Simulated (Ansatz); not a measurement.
# SrTe: the cost of one run

Computed with Ansatz 0.2.0 (DFT PBEsol, with the methods named in each step, unless a step's input says otherwise).

1 further run of the same task is left out (it didn't finish).

## (1) The structure to begin with

It takes space group Fm-3m (No. 225, cubic). The conventional cell has a = 6.712 Å, b = 6.712 Å, c = 6.712 Å, α = 90.00°, β = 90.00°, γ = 90.00°. Sr (site symmetry m-3m) has 6 Te at 3.36 Å as nearest neighbours. Around Te (site symmetry m-3m) lie 6 Sr at 3.36 Å.

As a file:

```cif
data_structure
_symmetry_space_group_name_H-M 'Fm-3m'
_symmetry_Int_Tables_number 225
_cell_length_a 6.7117
_cell_length_b 6.7117
_cell_length_c 6.7117
_cell_angle_alpha 90.000
_cell_angle_beta 90.000
_cell_angle_gamma 90.000
_cell_volume 302.34
loop_
_atom_site_label
_atom_site_type_symbol
_atom_site_symmetry_multiplicity
_atom_site_Wyckoff_symbol
_atom_site_fract_x
_atom_site_fract_y
_atom_site_fract_z
_atom_site_occupancy
Sr1 Sr 4 a 0.00000 0.00000 0.00000 1
Te1 Te 4 b 0.50000 0.00000 0.00000 1
```

The file gives the conventional cell by its symmetry; the runs use the cell typed in the input.

Whether this phase is the stable one at these pressures isn't tested.

Atoms are numbered in the order of the input: Sr1, Te2.

## (2) The reference volume, LAPW

input.yaml reads:

```yaml
crystal:
  lattice:
    - [0.0, 3.3558353104, 3.3558353104]
    - [3.3558353104, 0.0, 3.3558353104]
    - [3.3558353104, 3.3558353104, 0.0]
  atoms:
    - { symbol: Sr, position: [0.0, 0.0, 0.0] }
    - { symbol: Te, position: [0.5, 0.5, 0.5] }
kpoints:
  mp_grid: { grid: [7, 7, 7] }
  band_path:
    path:
      - [0.0, 0.0, 0.0]
      - [0.5, 0.0, 0.5]
      - [0.625, 0.25, 0.625]
      - [0.375, 0.375, 0.75]
      - [0.0, 0.0, 0.0]
      - [0.5, 0.5, 0.5]
      - [0.5, 0.25, 0.75]
      - [0.5, 0.0, 0.5]
    npoints: 14
scf:
  occupations: { method: fermi_dirac, width: 0.03 }
hamiltonian:
  xc: pbesol
  pseudopotentials: { kind: all_electron, lapw: { basis_error: 0.001 } }
output:
  forces: true
  stress: true
  eigenvalues: true
  populations: true
```

On the command line:

```sh
ansatz run input.yaml --threads 1 --pin off --max-ram 2048MiB --backend cpu --events-out ev --progress --plain --runs-dir out
```

Q: Estimate wall time and peak memory on 1 thread of AMD EPYC 7R43 (Zen 3), shared host.

About 17 s, with a peak of 0.31 GiB.
